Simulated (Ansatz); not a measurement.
**KBr: relaxation of the atoms with PBE+D3(BJ)**

Crystal: KBr.

```xyz
2
Lattice="4.0435 0.0000 0.0000 0.0000 4.0435 0.0000 0.0000 0.0000 4.0435" Properties=species:S:1:pos:R:3 pbc="T T T"
Br    2.0120    2.0303    2.0111
K    -0.0004    0.0076   -0.0218
```

The cell comes from a database or a generator and needn't be the stable form of this composition.

The cell isn't the ideal one: atoms moved at random, drawn with an rms of 0.02 Å.

| Property | Result |
| --- | --- |
| Program | Ansatz 0.2.0 |
| Task | relaxation of the atoms |
| Functional | PBE |
| Dispersion | D3(BJ) |
| Potentials or basis | Ansatz PAW accurate |
| Cutoff | 800 eV |
| Density cutoff | 3200 eV |
| k mesh | 5 × 5 × 5 |
| Occupations | fermi-dirac, width 0.05 eV |
| Spin | no spin polarisation |
| Driver | chain |

- Energy gained by relaxing: 0.0 meV/atom
- Ionic steps: 2
- Pressure after relaxing: -1.1 GPa
- Largest force after relaxing: 0.008 eV/Å
- Band gap on the k mesh: 3.91 eV, indirect (least direct gap 4.12 eV)

Forces on the atoms (eV/Å):
```
Br   0.005 -0.001 -0.006
K   -0.005  0.000  0.006
```

Final structure:
```yaml
crystal:
  lattice:
    - [4.04350, 0.00000, 0.00000]
    - [0.00000, 4.04350, 0.00000]
    - [0.00000, 0.00000, 4.04350]
  atoms:
    - { symbol: Br, position: [0.49759, 0.50212, 0.49737] }
    - { symbol: K, position: [0.99991, 0.00189, 0.99460] }
```

Levels at points of the mesh, in eV from the valence-band top:
```tsv
k point	band 10	band 11	band 12	band 13	band 14	band 15	band 16	band 17
(0.00, 0.00, 0.00)	-12.05	-0.21	-0.21	-0.21	3.91	5.90	5.90	9.65
```

It took 20 s on 2 threads of Arm Neoverse V1, on a shared host, peak memory 0.56 GiB.

Caveat: odd divisions of the mesh miss points on the zone boundary, where band edges often lie, so the gap on the mesh can be too wide; the thresholds are loose for stress. A k mesh can miss the band edges.
